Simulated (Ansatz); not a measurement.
Si2W:

```
W Si
1.0
     4.61685    0.00000    0.00000
    -2.30843    3.99831    0.00000
     0.00000    0.00000    6.65322
W Si
3 6
Cartesian
  2.3084 0.0000 3.3266
  1.1542 1.9992 5.5444
  -1.1542 1.9992 1.1089
  1.1332 0.6542 1.1089
  3.4837 0.6542 5.5444
  0.0000 1.3085 3.3266
  1.1753 3.3441 1.1089
  -1.1753 3.3441 5.5444
  2.3084 2.6899 3.3266
```

Measurements of this composition are mostly on another form, of space group No. 139.

Base run:

| Item | Value |
| --- | --- |
| Program | Ansatz 0.2.0 |
| Functional | PBEsol |
| Potentials or basis | Ansatz PAW |
| Cutoff | 420 eV |
| Density cutoff | 1680 eV |
| k mesh | 7 × 7 × 4 |
| Occupations | fermi-dirac, width 0.05 eV |
| Spin | no spin polarisation |
| Hubbard terms | W d U = 2 eV |

Its results: band gap on the k mesh 0.37 eV, indirect (least direct gap 0.82 eV); pressure -6.0 GPa; largest force 0.026 eV/Å.

Q: The run is repeated on the same cell with these changes: hubbard terms from W d U = 2 eV to W d U = 6 eV. What comes out?

A: Band gap on the k mesh 0.72 eV, indirect (least direct gap 1.27 eV); pressure -6.6 GPa; largest force 0.013 eV/Å.

Caveats: odd divisions of the mesh miss points on the zone boundary, where band edges often lie, so the gap on the mesh can be too wide; spin-orbit coupling is left out, which moves the levels of the heavy elements; the PAW data sets come from PBE, with cores solved anew for the run's functional, which leaves a small shift of forces and pressure; the U is typed as a test and isn't derived for this compound; the density of states is complete only up to the lowest level of the last band computed.

A k mesh can miss the band edges.

Not every run made on this cell is shown here.
